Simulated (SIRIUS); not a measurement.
# Na (Im-3m) in SIRIUS: a series of runs, part 2 of 2

SIRIUS 7.12.0. The steps go on from the part before.

## (5) Equation of state, PBEsol, 39.26 Å³/atom

The input, sirius.json:

```json
{
  "control": {
    "processing_unit": "cpu",
    "std_evp_solver_name": "lapack",
    "gen_evp_solver_name": "lapack",
    "verbosity": 2,
    "print_forces": false,
    "ortho_rf": true,
    "use_second_variation": true,
    "rmt_max": 3.0,
    "num_bands_to_print": 11,
    "save_wf": true
  },
  "parameters": {
    "electronic_structure_method": "full_potential_lapwlo",
    "xc_functionals": ["XC_GGA_X_PBE_SOL", "XC_GGA_C_PBE_SOL"],
    "core_relativity": "dirac",
    "valence_relativity": "iora",
    "num_fv_states": 11,
    "smearing": "fermi_dirac",
    "smearing_width": 0.0018374661,
    "pw_cutoff": 20,
    "gk_cutoff": 3.41,
    "lmax_apw": 10,
    "lmax_rho": 8,
    "lmax_pot": 8,
    "num_mag_dims": 0,
    "auto_rmt": 0,
    "ngridk": [9, 9, 9],
    "shiftk": [0, 0, 0],
    "num_dft_iter": 80,
    "energy_tol": 1e-07,
    "density_tol": 1e-05,
    "use_symmetry": true
  },
  "settings": {"tol_ne": 1e-10},
  "iterative_solver": {"type": "exact"},
  "mixer": {"type": "anderson", "beta": 0.5, "max_history": 8},
  "unit_cell": {
    "lattice_vectors": [
      [-4.0459036328, 4.0459036328, 4.0459036328],
      [4.0459036328, -4.0459036328, 4.0459036328],
      [4.0459036328, 4.0459036328, -4.0459036328]
    ],
    "atom_types": ["Na"],
    "atom_files": {"Na": "Na.json"},
    "atoms": {"Na": [[0.0, 0.0, 0.0]]}
  }
}
```

The input, Na.json:

```json
{
  "name": "sodium",
  "symbol": "Na",
  "number": 11,
  "mass": 22.98976928,
  "rmin": 1e-06,
  "rmt": 2.29,
  "nrmt": 800,
  "rinf": 21.66,
  "core": "1s",
  "valence": [
    {"basis": [{"enu": -0.18, "dme": 0, "n": 0, "auto": 0}, {"enu": -0.18, "dme": 1, "n": 0, "auto": 0}]},
    {"l": 0, "n": 1, "basis": [{"enu": -0.08, "dme": 0, "n": 0, "auto": 0}]},
    {"l": 1, "n": 2, "basis": [{"enu": -0.08, "dme": 0, "n": 0, "auto": 0}]},
    {"l": 2, "n": 3, "basis": [{"enu": -0.08, "dme": 0, "n": 0, "auto": 0}]},
    {"l": 3, "n": 4, "basis": [{"enu": -0.08, "dme": 0, "n": 0, "auto": 0}]}
  ],
  "lo": [
    {"l": 0, "basis": [{"enu": -0.08, "dme": 0, "n": 0, "auto": 0}, {"enu": -0.08, "dme": 1, "n": 0, "auto": 0}]},
    {
      "l": 0,
      "basis": [{"enu": -2.0451, "dme": 0, "n": 2, "auto": 1}, {"enu": -2.0451, "dme": 1, "n": 2, "auto": 1}]
    },
    {
      "l": 0,
      "basis": [{"enu": -2.0451, "dme": 1, "n": 2, "auto": 1}, {"enu": -0.08, "dme": 0, "n": 0, "auto": 0}]
    },
    {"l": 0, "basis": [{"enu": -0.08, "dme": 0, "n": 0, "auto": 0}, {"enu": 2.971, "dme": 0, "n": 0, "auto": 0}]},
    {"l": 1, "basis": [{"enu": -0.08, "dme": 0, "n": 0, "auto": 0}, {"enu": -0.08, "dme": 1, "n": 0, "auto": 0}]},
    {
      "l": 1,
      "basis": [{"enu": -1.0361, "dme": 0, "n": 2, "auto": 1}, {"enu": -1.0361, "dme": 1, "n": 2, "auto": 1}]
    },
    {
      "l": 1,
      "basis": [{"enu": -1.0361, "dme": 1, "n": 2, "auto": 1}, {"enu": -0.08, "dme": 0, "n": 0, "auto": 0}]
    },
    {
      "l": 1,
      "basis": [{"enu": -0.08, "dme": 0, "n": 0, "auto": 0}, {"enu": 3.4287, "dme": 0, "n": 0, "auto": 0}]
    },
    {"l": 2, "basis": [{"enu": -0.08, "dme": 0, "n": 0, "auto": 0}, {"enu": -0.08, "dme": 1, "n": 0, "auto": 0}]},
    {"l": 2, "basis": [{"enu": -0.08, "dme": 1, "n": 0, "auto": 0}, {"enu": -0.08, "dme": 2, "n": 0, "auto": 0}]},
    {
      "l": 2,
      "basis": [{"enu": -0.08, "dme": 0, "n": 0, "auto": 0}, {"enu": 2.8948, "dme": 0, "n": 0, "auto": 0}]
    },
    {"l": 3, "basis": [{"enu": -0.08, "dme": 0, "n": 0, "auto": 0}, {"enu": -0.08, "dme": 1, "n": 0, "auto": 0}]}
  ],
  "free_atom": [... radial grid and density of the free atom, the start of the SCF ...]
}
```

The input, sirius_start.json:

```json
{
  "control": {
    "processing_unit": "cpu",
    "std_evp_solver_name": "lapack",
    "gen_evp_solver_name": "lapack",
    "verbosity": 1,
    "print_forces": false,
    "ortho_rf": true,
    "use_second_variation": true,
    "rmt_max": 3.0,
    "num_bands_to_print": 11,
    "save_wf": false
  },
  "parameters": {
    "electronic_structure_method": "full_potential_lapwlo",
    "xc_functionals": ["XC_LDA_X", "XC_LDA_C_PW"],
    "core_relativity": "dirac",
    "valence_relativity": "iora",
    "num_fv_states": 11,
    "smearing": "fermi_dirac",
    "smearing_width": 0.0055123983,
    "pw_cutoff": 20,
    "gk_cutoff": 2.72,
    "lmax_apw": 10,
    "lmax_rho": 8,
    "lmax_pot": 8,
    "num_mag_dims": 0,
    "auto_rmt": 0,
    "ngridk": [4, 4, 4],
    "shiftk": [0, 0, 0],
    "num_dft_iter": 30,
    "energy_tol": 0.01,
    "density_tol": 0.05,
    "use_symmetry": true
  },
  "settings": {"tol_ne": 1e-10},
  "iterative_solver": {"type": "exact"},
  "mixer": {"type": "anderson", "beta": 0.5, "max_history": 8},
  "unit_cell": {
    "lattice_vectors": [
      [-4.0459036328, 4.0459036328, 4.0459036328],
      [4.0459036328, -4.0459036328, 4.0459036328],
      [4.0459036328, 4.0459036328, -4.0459036328]
    ],
    "atom_types": ["Na"],
    "atom_files": {"Na": "Na.json"},
    "atoms": {"Na": [[0.0, 0.0, 0.0]]}
  }
}
```

Run with:

```sh
> OMP_NUM_THREADS=1 sirius.scf --input=sirius_start.json --output=start.json
> OMP_NUM_THREADS=1 sirius.scf --input=sirius.json --output=output.json --task=1
```

Run time: 32 s. Hardware: 1 thread of AMD EPYC, shared host; peak memory 0.35 GiB.

Results (log left out):

```yaml
Free_energy: -4409.5295 eV
Band_gap_on_the_k_mesh: none (metal or under the smearing width)
All_electrons_inside_the_program's_atomic_spheres: Na 10.07 (radii Na 2.29 bohr)
```

## (6) Equation of state, PBEsol, 40.04 Å³/atom (volume scaled by 1.02)

Edit sirius.json of step 5 so:

```diff
@@ -40,5 +40,5 @@
     "lattice_vectors": [
-      [-4.0459036328, 4.0459036328, 4.0459036328],
-      [4.0459036328, -4.0459036328, 4.0459036328],
-      [4.0459036328, 4.0459036328, -4.0459036328]
+      [-4.0726984776, 4.0726984776, 4.0726984776],
+      [4.0726984776, -4.0726984776, 4.0726984776],
+      [4.0726984776, 4.0726984776, -4.0726984776]
     ],
```

Na.json is that of step 5.

Edit sirius_start.json of step 5 so:

```diff
@@ -40,5 +40,5 @@
     "lattice_vectors": [
-      [-4.0459036328, 4.0459036328, 4.0459036328],
-      [4.0459036328, -4.0459036328, 4.0459036328],
-      [4.0459036328, 4.0459036328, -4.0459036328]
+      [-4.0726984776, 4.0726984776, 4.0726984776],
+      [4.0726984776, -4.0726984776, 4.0726984776],
+      [4.0726984776, 4.0726984776, -4.0726984776]
     ],
```

Potentials or basis: all-electron FP-LAPW, apw+lo standard.

Run with:

```sh
> OMP_NUM_THREADS=1 sirius.scf --input=sirius_start.json --output=start.json
> OMP_NUM_THREADS=1 sirius.scf --input=sirius.json --output=output.json --task=1
```

It took 32 s on 1 thread of AMD EPYC, shared host; peak memory 0.36 GiB.

It converged, with:

```yaml
Free_energy: -4409.5265 eV
Band_gap_on_the_k_mesh: none (metal or under the smearing width)
All_electrons_inside_the_program's_atomic_spheres: Na 10.07 (radii Na 2.29 bohr)
```

## (7) Equation of state, PBEsol, 40.83 Å³/atom (volume scaled by 1.04)

Edit sirius.json of step 6 so:

```diff
@@ -40,5 +40,5 @@
     "lattice_vectors": [
-      [-4.0726984776, 4.0726984776, 4.0726984776],
-      [4.0726984776, -4.0726984776, 4.0726984776],
-      [4.0726984776, 4.0726984776, -4.0726984776]
+      [-4.0991453126, 4.0991453126, 4.0991453126],
+      [4.0991453126, -4.0991453126, 4.0991453126],
+      [4.0991453126, 4.0991453126, -4.0991453126]
     ],
```

Na.json is that of step 6.

Edit sirius_start.json of step 6 so:

```diff
@@ -40,5 +40,5 @@
     "lattice_vectors": [
-      [-4.0726984776, 4.0726984776, 4.0726984776],
-      [4.0726984776, -4.0726984776, 4.0726984776],
-      [4.0726984776, 4.0726984776, -4.0726984776]
+      [-4.0991453126, 4.0991453126, 4.0991453126],
+      [4.0991453126, -4.0991453126, 4.0991453126],
+      [4.0991453126, 4.0991453126, -4.0991453126]
     ],
```

Run with:

```sh
> OMP_NUM_THREADS=1 sirius.scf --input=sirius_start.json --output=start.json
> OMP_NUM_THREADS=1 sirius.scf --input=sirius.json --output=output.json --task=1
```

Wall time 34 s (1 thread of AMD EPYC, shared host); peak memory 0.35 GiB.

Results (log left out):

```
Free energy                                       : -4409.5230 eV
Band gap on the k mesh                            : none (metal or under the smearing width)
All electrons inside the program's atomic spheres : Na 10.07 (radii Na 2.29 bohr)
```

## (8) Equation of state, PBEsol, 41.61 Å³/atom (volume scaled by 1.06)

Edit sirius.json of step 7 so:

```diff
@@ -40,5 +40,5 @@
     "lattice_vectors": [
-      [-4.0991453126, 4.0991453126, 4.0991453126],
-      [4.0991453126, -4.0991453126, 4.0991453126],
-      [4.0991453126, 4.0991453126, -4.0991453126]
+      [-4.1252552223, 4.1252552223, 4.1252552223],
+      [4.1252552223, -4.1252552223, 4.1252552223],
+      [4.1252552223, 4.1252552223, -4.1252552223]
     ],
```

The input, Na.json:

```json
{
  "name": "sodium",
  "symbol": "Na",
  "number": 11,
  "mass": 22.98976928,
  "rmin": 1e-06,
  "rmt": 2.29,
  "nrmt": 800,
  "rinf": 21.66,
  "core": "1s",
  "valence": [
    {"basis": [{"enu": -0.19, "dme": 0, "n": 0, "auto": 0}, {"enu": -0.19, "dme": 1, "n": 0, "auto": 0}]},
    {"l": 0, "n": 1, "basis": [{"enu": -0.09, "dme": 0, "n": 0, "auto": 0}]},
    {"l": 1, "n": 2, "basis": [{"enu": -0.09, "dme": 0, "n": 0, "auto": 0}]},
    {"l": 2, "n": 3, "basis": [{"enu": -0.09, "dme": 0, "n": 0, "auto": 0}]},
    {"l": 3, "n": 4, "basis": [{"enu": -0.09, "dme": 0, "n": 0, "auto": 0}]}
  ],
  "lo": [
    {"l": 0, "basis": [{"enu": -0.09, "dme": 0, "n": 0, "auto": 0}, {"enu": -0.09, "dme": 1, "n": 0, "auto": 0}]},
    {
      "l": 0,
      "basis": [{"enu": -2.0551, "dme": 0, "n": 2, "auto": 1}, {"enu": -2.0551, "dme": 1, "n": 2, "auto": 1}]
    },
    {
      "l": 0,
      "basis": [{"enu": -2.0551, "dme": 1, "n": 2, "auto": 1}, {"enu": -0.09, "dme": 0, "n": 0, "auto": 0}]
    },
    {"l": 0, "basis": [{"enu": -0.09, "dme": 0, "n": 0, "auto": 0}, {"enu": 2.961, "dme": 0, "n": 0, "auto": 0}]},
    {"l": 1, "basis": [{"enu": -0.09, "dme": 0, "n": 0, "auto": 0}, {"enu": -0.09, "dme": 1, "n": 0, "auto": 0}]},
    {
      "l": 1,
      "basis": [{"enu": -1.0461, "dme": 0, "n": 2, "auto": 1}, {"enu": -1.0461, "dme": 1, "n": 2, "auto": 1}]
    },
    {
      "l": 1,
      "basis": [{"enu": -1.0461, "dme": 1, "n": 2, "auto": 1}, {"enu": -0.09, "dme": 0, "n": 0, "auto": 0}]
    },
    {
      "l": 1,
      "basis": [{"enu": -0.09, "dme": 0, "n": 0, "auto": 0}, {"enu": 3.4187, "dme": 0, "n": 0, "auto": 0}]
    },
    {"l": 2, "basis": [{"enu": -0.09, "dme": 0, "n": 0, "auto": 0}, {"enu": -0.09, "dme": 1, "n": 0, "auto": 0}]},
    {"l": 2, "basis": [{"enu": -0.09, "dme": 1, "n": 0, "auto": 0}, {"enu": -0.09, "dme": 2, "n": 0, "auto": 0}]},
    {
      "l": 2,
      "basis": [{"enu": -0.09, "dme": 0, "n": 0, "auto": 0}, {"enu": 2.8848, "dme": 0, "n": 0, "auto": 0}]
    },
    {"l": 3, "basis": [{"enu": -0.09, "dme": 0, "n": 0, "auto": 0}, {"enu": -0.09, "dme": 1, "n": 0, "auto": 0}]}
  ],
  "free_atom": [... radial grid and density of the free atom, the start of the SCF ...]
}
```

Edit sirius_start.json of step 7 so:

```diff
@@ -40,5 +40,5 @@
     "lattice_vectors": [
-      [-4.0991453126, 4.0991453126, 4.0991453126],
-      [4.0991453126, -4.0991453126, 4.0991453126],
-      [4.0991453126, 4.0991453126, -4.0991453126]
+      [-4.1252552223, 4.1252552223, 4.1252552223],
+      [4.1252552223, -4.1252552223, 4.1252552223],
+      [4.1252552223, 4.1252552223, -4.1252552223]
     ],
```

Run with:

```sh
> OMP_NUM_THREADS=1 sirius.scf --input=sirius_start.json --output=start.json
> OMP_NUM_THREADS=1 sirius.scf --input=sirius.json --output=output.json --task=1
```

It took 33 s on 1 thread of AMD EPYC, shared host; peak memory 0.36 GiB.

Results (log left out):

* Free energy: -4409.5190 eV
* Band gap on the k mesh: none (metal or under the smearing width)
* All electrons inside the program's atomic spheres: Na 10.07 (radii Na 2.29 bohr)

## (9) Equation of state, PBEsol

Potentials or basis: all-electron FP-LAPW, apw+lo standard.

No new run: the results of the series are fitted here.

What came out:

| Property | Result |
| --- | --- |
| Equilibrium volume | 36.02 Å³/atom (rough: see the caveat) |
| Bulk modulus | 7.2 GPa (rough) |

Energy against volume, from the lowest point:
```tsv
volume (Å³/atom)	energy (meV/atom)
36.901	0.00
37.686	1.18
38.471	3.02
39.256	5.36
40.041	8.42
40.827	11.92
41.612	15.88
```

Caveat: the minimum lies outside the volumes run; the fit is doubtful: noisy points or a state that changes with volume.
